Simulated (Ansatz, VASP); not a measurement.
## CuO: VASP beside Ansatz

```xyz
4
Lattice="2.3420 -1.7367 0.0000 2.3420 1.7367 0.0000 -0.7775 0.0000 5.0633" Properties=species:S:1:pos:R:3 pbc="T T T"
Cu    1.1710    0.8683    0.0000
Cu    0.7822   -0.8683    2.5316
O     2.1476   -0.0969    1.2658
O     1.7588    0.0969    3.7974
```

Alike in both runs: task single point; functional r2SCAN; k mesh 7 × 7 × 4; occupations gaussian, width 0.1 eV; collinear spin.

|  | VASP | Ansatz |
| --- | --- | --- |
| version | VASP 6.6.1 | Ansatz 0.2.0 |
| potentials or method | VASP PAW PBE potentials, release 64 (Cu, O) | PAW, plane waves, scalar-relativistic |
| plane-wave cutoff (eV) | 520 | 500 |
| valence electrons in the cell | 34 | 50 |

|  | VASP | Ansatz | Ansatz less VASP |
| --- | --- | --- | --- |
| pressure (GPa) | 3.6 | 3.8 | +0.23 |
| largest component of the traceless stress (GPa) | 6.74 | 7.67 | +0.925 |
| rms of the force components (eV/Å) | 0.256 | 0.252 | -0.0035 |
| net moment per atom (μB) | 0.00 | 0.46 | +0.459 |
| size of the moment on the site where the two differ most (μB) | 0.00 | 0.61 | +0.606 |

The net moments differ so much that the two runs ended in different magnetic states, which moves the other rows too. Site moments also hang on the region over which each program counts them. Atom by atom the forces differ by 0.004 eV/Å (rms over components). The two sets of potentials don't hold the same shells in valence. Ansatz warned: «stability_check_not_made».

Caveats: the PAW data sets were made with another functional, which shifts forces and pressure a little (VASP).
